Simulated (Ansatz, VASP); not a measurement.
**One calculation of LiF (lda), two programs**

```xyz
2
Lattice="0.0000 1.9544 1.9544 1.9544 0.0000 1.9544 1.9544 1.9544 0.0000" Properties=species:S:1:pos:R:3 pbc="T T T"
Li    0.0000    0.0000    0.0000
F     1.9544    1.9544    1.9544
```

Alike in both runs: functional LDA; k mesh 10 × 10 × 10; occupations gaussian, width 0.02 eV; no spin polarisation.

Ansatz relaxed the structure, and its values are those at the end. VASP's run is a single point on that final structure, the one shown.

```csv
,VASP,Ansatz
version,VASP 6.6.1,Ansatz 0.2.0
potentials or method,"VASP PAW LDA potentials, release 64 (Li_sv, F)","scalar-relativistic, plane waves, PAW"
plane-wave cutoff (eV),520,420
valence electrons in the cell,10,10
```

```csv
,VASP,Ansatz,Ansatz less VASP
gap on the k mesh at the Fermi level (eV),9.69,9.70,+0.008
least direct gap on the mesh (eV),9.69,9.70,+0.008
```

 A k mesh can miss the band edges.
